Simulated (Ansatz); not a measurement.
# InSe (R3m) in Ansatz: notebook

The runs below take InSe through single point, with PBEsol, PBE.

All numbers are computed with Ansatz 0.2.0; they aren't measurements. Logs are shortened: lines on timing, memory, paths and dates and some standing lists are left out, and cuts for length are marked.

**The experiment to reproduce.**

From “The Interaction of Hydrogen with the van der Waals Crystal γ-InSe”, 2020, pmc:7321205, for a bulk crystal of InSe at 300 K: band gap 1.25 eV.

How close the calculation comes is told below.

## 1. Starting point

Symmetry: R3m, No. 160, trigonal system. The conventional cell has a = 4.000 Å, b = 4.000 Å, c = 25.320 Å, α = 90.00°, β = 90.00°, γ = 120.00°. In (site symmetry 3m) has 3 Se at 2.63 Å and 1 In at 2.82 Å as nearest neighbours. In (site symmetry 3m) has 3 Se at 2.64 Å and 1 In at 2.82 Å as nearest neighbours. Around Se (site symmetry 3m) lie 3 In at 2.63 Å. Se (site symmetry 3m) has 3 In at 2.64 Å as nearest neighbours.

## 2. Single point, PBEsol, non-collinear spin, ferrimagnetic start

input.yaml

```yaml
crystal:
  lattice:
    - [2.0, 1.1547005384, 8.44]
    - [-2.0, 1.1547005384, 8.44]
    - [0.0, -2.3094010768, 8.44]
  atoms:
    - { symbol: In, position_ang: [0.0, 0.0, 22.499352], spin: 0.501, spin_axis: [0.707107, 0.707107, 0.0] }
    - { symbol: In, position_ang: [0.0, 0.0, 0.0], spin: 0.25, spin_axis: [-0.707107, -0.707107, 0.0] }
    - { symbol: Se, position_ang: [0.0, 0.0, 4.352508] }
    - { symbol: Se, position_ang: [0.0, 0.0, 9.71022] }
kpoints:
  mp_grid: { grid: [6, 6, 6] }
scf:
  occupations: { method: fermi_dirac, width: 0.05 }
hamiltonian:
  xc: pbesol
  pseudopotentials: { kind: all_electron, lapw: { basis_error: 0.0005 } }
magnetization:
  noncollinear: true
output:
  forces: true
  stress: true
  eigenvalues: true
```

Potentials or basis: all-electron LAPW, scalar-relativistic.

Started as:

```sh
ansatz run input.yaml --threads 2 --pin off --max-ram 6144MiB --backend cpu --events-out ev --progress --plain --runs-dir out
```

Standard output:

```text
Warning: RAYON_NUM_THREADS=2 ignored (pool sized by the plan → 2); use --threads N
LAPW: plane waves up to 8.800 Å⁻¹, error target 5.0e-4 eV per atom; small_component_spin mean_spin; Se in spheres of 1.269 Å, 24 of its electrons in bands, Dirac shells []; In in spheres of 1.366 Å, 21 of its electrons in bands, Dirac shells [] (how accurate: hamiltonian.pseudopotentials.lapw.basis_error, Limitations)
Engine: ansatz 0.2.0, aarch64-unknown-linux-gnu
Pseudopotentials: kind: all_electron
Pseudopotential: In, LAPW, valence charge 21, lapw/all_electron/scalar/gaussian/In, Koelling and Harmon's equation, gaussian nucleus
Pseudopotential: Se, LAPW, valence charge 24, lapw/all_electron/scalar/gaussian/Se, Koelling and Harmon's equation, gaussian nucleus
Functional definition: PBEsol
  exchange = pbesol_x
  correlation = pbesol_c
this run first makes a single point of its starting geometry on two collinear spin channels, or without spin where it has no moments, for its own SCFs to start from. `scf.lower_state_search: off` leaves that single point out
Crystal: 4 atoms, lattice volume = 116.948 Å³
Basis set: ecut = 295.0364244284171 eV, 1367 PW (Γ), FFT grids on a1−a3, a2−a3, a3, exchange–correlation at level 2
Bands: 55, of which v1, the nominal top of the filled ones, is band 45 counted from 1 (44 counted from 0)
Symmetry: 6 space group operations
Space group: R3m (ITA 160), of the structure as read, at distance tolerance 4.9e-5 Å
Magnetic group: BNS 160.65 (UNI 1295), of the structure as read, at distance tolerance 4.9e-5 Å
k-points: 32 of 216 (time reversal used)
Non-local potential: In, projectors of the file, none
Non-local potential: Se, projectors of the file, none
Initial density: superposition of atomic densities (chi_scale 0.1, normalization cell, long waves 34 % of neutral atoms (reshape's long-wave potential 1.34 eV rms, cloud 2.62 Å wide))
Starting moments: Σ|m| = 0.751 μB on 2 of 4 sites
Initial wavefunctions: plane waves of lowest kinetic energy (no species holds an atomic orbital)
Functional: x = pbesol(κ = 0.804, μ = 0.12345679012345678), c = pbesol(β = 0.046)
iter 1 solved again at ethr=1.60e-3 eV; its pass at ethr=1.00e-1 eV (dr2=1.44e0 eV) is discarded
SCF iter   1: F=—  HF=-452111.073658 eV  |F-HF|=—  |Δ(HF+E_count)|=         —  Δρ=1.26e-2 (↑1.25e-2 ↓1.26e-2)  dr2=1.44e0  dr2_m=8.48e-3  M=0.000 μB ∫|m|=0.103 μB  β_m=0.30  ethr=1.60e-3  ⟨swp⟩=2.0  Hψ=22245  notcnv=0
[... 35 lines left out ...]
SCF converged after 2 iterations
Stability not checked: this state was not tested for a lower state beside it, because this non-collinear magnet's GGA is evaluated by the locally collinear projection, under which the energy is not smooth in the magnetisation (locally_collinear_gga; see scf.lower_state_search)
Magnetization: |M| = 0.0000 μB,  M = (+0.0000, +0.0000, +0.0000) μB
Absolute magnetization: 0.0000 μB (∫|m|)
Moment direction: held on its axis by an average over the rotations of spin about it
  site 0: m = (-0.0000, -0.0000, +0.0000) μB, |m| = 0.0000 μB  (R = 1.37 Å)
  site 1: m = (-0.0000, -0.0000, +0.0000) μB, |m| = 0.0000 μB  (R = 1.37 Å)
  site 2: m = (+0.0000, +0.0000, +0.0000) μB, |m| = 0.0000 μB  (R = 1.27 Å)
  site 3: m = (-0.0000, -0.0000, -0.0000) μB, |m| = 0.0000 μB  (R = 1.27 Å)
Free energy (F): -452110.658692 eV
Harris-Foulkes:  -452110.658692 eV  (|F-HF|=1.75e-10)
Internal energy: -452110.658557 eV  (E = F + TS)
E sigma→0 (E₀):  -452110.658624 eV
Entropy (-TS):   -0.000135 eV (-0.034 meV/atom)
Fermi energy:    9.041616 eV
--- Per-component energies (eV) ---
  E_band       = -4476.769691
  E_kinetic    = 471078.034896
  E_xc         = -13259.432434
  E_electrostatic = -909929.261018  (all electrons and nuclei)
  E_smearing   = -0.000135  (= −TS)
  E_closure    = 0.000000  (closes the sum)
  E_atoms      = -452095.124779  (free atoms, spherical and without spin; not in F)
  Σ components = -452110.658692   (vs F -452110.658692, Δ=0.00e0)
  Basis errors (estimates in eV, not in F): energy 2.3e-4 per atom: plane waves 2.1e-4 (1.2e-4 summed), levels above the bands 3.5e-72, relativity 6.6e-9, radial functions 2.1e-5, core shells 2.8e-7; eigenvalues (radial functions only) 2.8e-7; not estimated: angular momenta, meshes, grids; target (lapw.basis_error) 5.0e-4; muffin-tin radii Se 1.269 Å, In 1.366 Å
--- Forces (eV/Å), atoms counted from 1 ---
  atom   1  In     0.00000000     0.00000000     0.29828516
  atom   2  In     0.00000000     0.00000000    -0.28017438
  atom   3  Se     0.00000000    -0.00000000    -0.08681458
  atom   4  Se     0.00000000    -0.00000000     0.06870419
  max |Σ_I F_I| component: 3.90e-7 eV/Å
--- Stress (GPa, compression-positive) ---
        0.542438       0.000000       0.000000
        0.000000       0.542438      -0.000000
        0.000000      -0.000000      -0.493818
  P = ⅓ Tr σ = 0.1970 GPa (1.970 kbar)
--- Band table (eV; the first three rows and the last of 32) ---
  k-point 0: bands = ["-198.5280", "-198.5280", "-198.5218", "-198.5218", "-138.2026", "-138.2026", "-138.2026", "-138.2026", "-138.1957", "-138.1957", "-138.1957", "-138.1957", "-138.1716", "-138.1716", "-138.1667", "-138.1667", "-106.3329", "-106.3329", "-106.3285", "-106.3285", "-64.8701", "-64.8701", "-64.8701", "-64.8701", "-64.8656", "-64.8656", "-64.8656", "-64.8656", "-64.8454", "-64.8454", "-64.8242", "-64.8242", "-38.6443", "-38.6443", "-38.6443", "-38.6443", "-38.6370", "-38.6370", "-38.6370", "-38.6370", "-38.6186", "-38.6186", "-38.6186", "-38.6186", "-38.6128", "-38.6128", "-38.6128", "-38.6128", "-38.6088", "-38.6088", "-38.6035", "-38.6035", "-5.8578", "-5.8578", "-5.6818", "-5.6818", "-5.6818", "-5.6818", "-5.6061", "-5.6061", "-5.6061", "-5.6061", "-5.5832", "-5.5832", "-5.5832", "-5.5832", "-5.4259", "-5.4259", "-5.4186", "-5.4186", "-5.4186", "-5.4186", "-4.7104", "-4.7104", "-4.3013", "-4.3013", "2.5350", "2.5350", "5.3947", "5.3947", "7.3238", "7.3238", "7.5663", "7.5663", "7.5663", "7.5663", "7.6601", "7.6601", "7.6601", "7.6601", "10.5078", "10.5078", "10.8697", "10.8697", "13.2332", "13.2332", "13.2332", "13.2332", "13.9762", "13.9762", "14.3098", "14.3098", "14.3098", "14.3098", "16.2840", "16.2840", "17.3796", "17.3796"]
  k-point 1: bands = ["-198.5280", "-198.5280", "-198.5218", "-198.5218", "-138.2026", "-138.2026", "-138.2026", "-138.2026", "-138.1957", "-138.1957", "-138.1957", "-138.1957", "-138.1716", "-138.1716", "-138.1667", "-138.1667", "-106.3329", "-106.3329", "-106.3285", "-106.3285", "-64.8701", "-64.8701", "-64.8701", "-64.8701", "-64.8657", "-64.8657", "-64.8656", "-64.8656", "-64.8454", "-64.8454", "-64.8242", "-64.8242", "-38.6443", "-38.6443", "-38.6442", "-38.6442", "-38.6370", "-38.6370", "-38.6369", "-38.6369", "-38.6186", "-38.6186", "-38.6186", "-38.6186", "-38.6128", "-38.6128", "-38.6128", "-38.6128", "-38.6088", "-38.6088", "-38.6035", "-38.6035", "-5.8764", "-5.8764", "-5.7669", "-5.7669", "-5.7225", "-5.7225", "-5.6767", "-5.6767", "-5.5906", "-5.5906", "-5.5867", "-5.5867", "-5.5698", "-5.5698", "-5.4602", "-5.4602", "-5.4207", "-5.4207", "-5.3423", "-5.3423", "-4.4041", "-4.4041", "-4.0469", "-4.0469", "2.7231", "2.7231", "4.9043", "4.9043", "6.1229", "6.1229", "7.0106", "7.0106", "7.2408", "7.2408", "7.3764", "7.3764", "7.8040", "7.8040", "10.9653", "10.9653", "11.5470", "11.5470", "12.5363", "12.5363", "13.3424", "13.3424", "13.4740", "13.4740", "14.5848", "14.5848", "14.8766", "14.8766", "15.5912", "15.5912", "17.0827", "17.0827"]
  k-point 2: bands = ["-198.5280", "-198.5280", "-198.5218", "-198.5218", "-138.2026", "-138.2026", "-138.2026", "-138.2026", "-138.1957", "-138.1957", "-138.1957", "-138.1957", "-138.1716", "-138.1716", "-138.1667", "-138.1667", "-106.3329", "-106.3329", "-106.3285", "-106.3285", "-64.8703", "-64.8703", "-64.8701", "-64.8701", "-64.8658", "-64.8658", "-64.8657", "-64.8657", "-64.8454", "-64.8454", "-64.8241", "-64.8241", "-38.6443", "-38.6443", "-38.6441", "-38.6441", "-38.6370", "-38.6370", "-38.6368", "-38.6368", "-38.6186", "-38.6186", "-38.6186", "-38.6186", "-38.6128", "-38.6128", "-38.6128", "-38.6128", "-38.6087", "-38.6087", "-38.6034", "-38.6034", "-5.9824", "-5.9824", "-5.8751", "-5.8751", "-5.7912", "-5.7912", "-5.6741", "-5.6741", "-5.6053", "-5.6053", "-5.5487", "-5.5487", "-5.5350", "-5.5350", "-5.4777", "-5.4777", "-5.4235", "-5.4235", "-5.2831", "-5.2831", "-3.7823", "-3.7823", "-3.5235", "-3.5235", "2.7749", "2.7749", "3.7796", "3.7796", "5.0133", "5.0133", "6.7332", "6.7332", "6.7349", "6.7349", "6.8591", "6.8591", "7.6678", "7.6678", "10.3321", "10.3321", "10.8580", "10.8580", "12.5472", "12.5472", "13.0293", "13.0293", "13.6563", "13.6563", "15.3254", "15.3254", "15.4250", "15.4250", "16.0332", "16.0332", "16.6013", "16.6013"]
  k-point 31: bands = ["-198.5280", "-198.5280", "-198.5218", "-198.5218", "-138.2026", "-138.2026", "-138.2026", "-138.2026", "-138.1957", "-138.1957", "-138.1957", "-138.1957", "-138.1716", "-138.1716", "-138.1667", "-138.1667", "-106.3329", "-106.3329", "-106.3285", "-106.3285", "-64.8701", "-64.8701", "-64.8701", "-64.8701", "-64.8656", "-64.8656", "-64.8656", "-64.8656", "-64.8454", "-64.8454", "-64.8242", "-64.8242", "-38.6443", "-38.6443", "-38.6443", "-38.6443", "-38.6370", "-38.6370", "-38.6370", "-38.6370", "-38.6186", "-38.6186", "-38.6186", "-38.6186", "-38.6128", "-38.6128", "-38.6128", "-38.6128", "-38.6088", "-38.6088", "-38.6035", "-38.6035", "-5.8573", "-5.8573", "-5.6820", "-5.6820", "-5.6820", "-5.6820", "-5.6059", "-5.6059", "-5.6059", "-5.6059", "-5.5832", "-5.5832", "-5.5832", "-5.5832", "-5.4371", "-5.4371", "-5.4185", "-5.4185", "-5.4185", "-5.4185", "-4.5599", "-4.5599", "-4.4573", "-4.4573", "2.8861", "2.8861", "4.4977", "4.4977", "7.4976", "7.4976", "7.4976", "7.4976", "7.7353", "7.7353", "7.7353", "7.7353", "8.8670", "8.8670", "9.2129", "9.2129", "10.9360", "10.9360", "13.1488", "13.1488", "13.1488", "13.1488", "14.4367", "14.4367", "14.4367", "14.4367", "14.4696", "14.4696", "16.7557", "16.7557", "17.4616", "17.4616"]
```

Wall time 4 min (2 threads of Arm Neoverse V2, shared host); peak memory 1.5 GiB.

What came out:

* Free energy: -452110.6587 eV
* Pressure: 0.2 GPa
* Largest force: 0.298 eV/Å
* Band gap on the k mesh: 0.35 eV, direct
* Net moment: 0.00 μB per cell
* Absolute moment: 0.00 μB per cell

Forces in eV/Å, atoms in the order of the input:
```
In   0.000  0.000  0.298
In   0.000  0.000 -0.280
Se   0.000  0.000 -0.087
Se   0.000  0.000  0.069
```

Stress tensor (GPa, compression positive):
```
 0.54  0.00  0.00
 0.00  0.54  0.00
 0.00  0.00 -0.49
```

Levels at points of the mesh, in eV from the valence-band top:
```tsv
k point	band 88	band 89	band 90	band 91	band 92	band 93
(0.00, 0.00, 0.00)	-1.21	-1.21	-1.21	1.64	1.64	2.00
(0.00, 0.00, -0.50)	-2.24	-1.68	-1.68	1.14	1.14	1.91
(0.00, -0.50, -0.50)	-2.06	-1.52	-1.52	1.12	1.12	1.92
(-0.50, -0.50, -0.50)	-1.13	0.00	0.00	0.35	0.35	2.07
```

Moments on the atoms (μB; x, y, z):
```
In  0.00 0.00 0.00
In  0.00 0.00 0.00
Se  0.00 0.00 0.00
Se  0.00 0.00 0.00
```

Caveat: spin-orbit coupling is left out, which moves the levels of the heavy elements; the starting moments weren't kept.

## 3. Single point, PBE

input.yaml

```yaml
crystal:
  lattice:
    - [2.0, 1.1547005384, 8.44]
    - [-2.0, 1.1547005384, 8.44]
    - [0.0, -2.3094010768, 8.44]
  atoms:
    - { symbol: In, position: [0.8886, 0.8886, 0.8886] }
    - { symbol: In, position: [0.0, 0.0, 0.0] }
    - { symbol: Se, position: [0.1719, 0.1719, 0.1719] }
    - { symbol: Se, position: [0.3835, 0.3835, 0.3835] }
kpoints:
  mp_grid: { grid: [5, 5, 5] }
scf:
  occupations: { method: fermi_dirac, width: 0.04 }
hamiltonian:
  xc: pbe
  pseudopotentials: { kind: all_electron, lapw: { basis_error: 0.003 } }
output:
  forces: true
  stress: true
  eigenvalues: true
```

Potentials or basis: all-electron LAPW, scalar-relativistic.

Started as:

```sh
ansatz run input.yaml --threads 2 --pin off --max-ram 6144MiB --backend cpu --events-out ev --progress --plain --runs-dir out
```

Standard output:

```text
Warning: RAYON_NUM_THREADS=2 ignored (pool sized by the plan → 2); use --threads N
LAPW: plane waves up to 7.918 Å⁻¹, error target 3.0e-3 eV per atom; small_component_spin mean_spin; Se in spheres of 1.259 Å, 24 of its electrons in bands, Dirac shells []; In in spheres of 1.375 Å, 21 of its electrons in bands, Dirac shells [] (how accurate: hamiltonian.pseudopotentials.lapw.basis_error, Limitations)
[... 2 set-up lines as earlier in the session ...]
[... 57 lines left out ...]
        3.285318       0.000000      -0.000000
        0.000000       3.285318      -0.000000
       -0.000000      -0.000000       1.924673
  P = ⅓ Tr σ = 2.8318 GPa (28.318 kbar)
--- Band table (eV; the first three rows and the last of 19) ---
  k-point 0: bands = ["-198.7592", "-198.7518", "-138.2359", "-138.2359", "-138.2278", "-138.2278", "-138.2054", "-138.1993", "-106.3874", "-106.3828", "-64.8843", "-64.8843", "-64.8796", "-64.8796", "-64.8585", "-64.8374", "-38.4580", "-38.4580", "-38.4496", "-38.4496", "-38.4328", "-38.4328", "-38.4259", "-38.4259", "-38.4233", "-38.4168", "-5.7837", "-5.6114", "-5.6114", "-5.5369", "-5.5369", "-5.5156", "-5.5156", "-5.3510", "-5.3510", "-5.3483", "-4.5508", "-4.1517", "2.7084", "5.5618", "7.4941", "7.7024", "7.7024", "7.7953", "7.7953", "10.7038", "11.1109", "13.4057", "13.4057", "14.1844", "14.5011", "14.5011", "16.5434", "17.6723"]
  k-point 1: bands = ["-198.7592", "-198.7518", "-138.2359", "-138.2359", "-138.2278", "-138.2278", "-138.2054", "-138.1993", "-106.3874", "-106.3828", "-64.8844", "-64.8843", "-64.8797", "-64.8796", "-64.8585", "-64.8374", "-38.4580", "-38.4579", "-38.4496", "-38.4495", "-38.4328", "-38.4328", "-38.4259", "-38.4259", "-38.4232", "-38.4168", "-5.8130", "-5.7076", "-5.6769", "-5.6052", "-5.5255", "-5.5106", "-5.4966", "-5.3954", "-5.3539", "-5.2589", "-4.1411", "-3.8056", "2.9541", "4.8664", "5.9594", "7.0586", "7.2743", "7.4113", "7.9904", "11.1669", "11.5224", "12.9569", "13.3550", "13.7024", "15.0778", "15.2253", "15.6737", "17.1279"]
  k-point 2: bands = ["-198.7592", "-198.7518", "-138.2359", "-138.2359", "-138.2278", "-138.2278", "-138.2054", "-138.1993", "-106.3874", "-106.3828", "-64.8845", "-64.8843", "-64.8798", "-64.8796", "-64.8585", "-64.8374", "-38.4580", "-38.4578", "-38.4496", "-38.4494", "-38.4329", "-38.4328", "-38.4259", "-38.4259", "-38.4231", "-38.4167", "-5.9304", "-5.8274", "-5.7171", "-5.6042", "-5.5412", "-5.4688", "-5.4561", "-5.4140", "-5.3567", "-5.2014", "-3.4235", "-3.2154", "2.7522", "3.5912", "5.2864", "6.7465", "6.8048", "6.8576", "7.5338", "10.3326", "10.9879", "12.6667", "13.0939", "13.8202", "15.4652", "15.5642", "16.1420", "16.7604"]
  k-point 18: bands = ["-198.7592", "-198.7518", "-138.2359", "-138.2359", "-138.2278", "-138.2278", "-138.2054", "-138.1993", "-106.3874", "-106.3828", "-64.8844", "-64.8843", "-64.8797", "-64.8796", "-64.8585", "-64.8374", "-38.4580", "-38.4579", "-38.4496", "-38.4495", "-38.4328", "-38.4328", "-38.4259", "-38.4259", "-38.4232", "-38.4168", "-5.8074", "-5.7013", "-5.6897", "-5.6054", "-5.5255", "-5.5104", "-5.4967", "-5.3980", "-5.3537", "-5.2586", "-4.0316", "-3.9237", "3.1196", "4.7582", "6.0800", "6.3638", "7.1939", "7.5021", "8.6345", "10.8899", "11.7442", "12.9239", "13.3989", "13.5842", "15.3747", "15.3907", "16.0156", "16.8030"]
```

Run time: 21 s. Hardware: 2 threads of Arm Neoverse V2, shared host; peak memory 0.41 GiB.

Results:

```yaml
Free_energy: -452345.2738 eV
Pressure: 2.8 GPa
Largest_force: 0.357 eV/Å
Band_gap_on_the_k_mesh: 0.97 eV, direct
```

Forces on the atoms (eV/Å):
```
In   0.000  0.000  0.357
In   0.000  0.000 -0.341
Se   0.000  0.000 -0.257
Se   0.000  0.000  0.241
```

Stress tensor (GPa, compression positive):
```
3.29 0.00 0.00
0.00 3.29 0.00
0.00 0.00 1.92
```

Caveat: spin-orbit coupling is left out, which moves the levels of the heavy elements; an odd mesh through Γ misses points on the zone boundary, where band edges often lie.

## 4. Against experiment

Step 2. Measured gap of InSe: 1.25 eV (300 K; “The Interaction of Hydrogen with the van der Waals Crystal γ-InSe”, 2020, pmc:7321205). This calculation gives 0.35 eV (-0.90 eV). Spin-orbit coupling on In, Se is left out. The value is that of PBEsol on a finite k mesh, which can miss the band edges, without temperature or zero-point motion. Semilocal functionals fall short of measured gaps as a rule.

Step 3. The gap isn't set beside the deposited one, since this odd mesh misses points on the zone boundary.
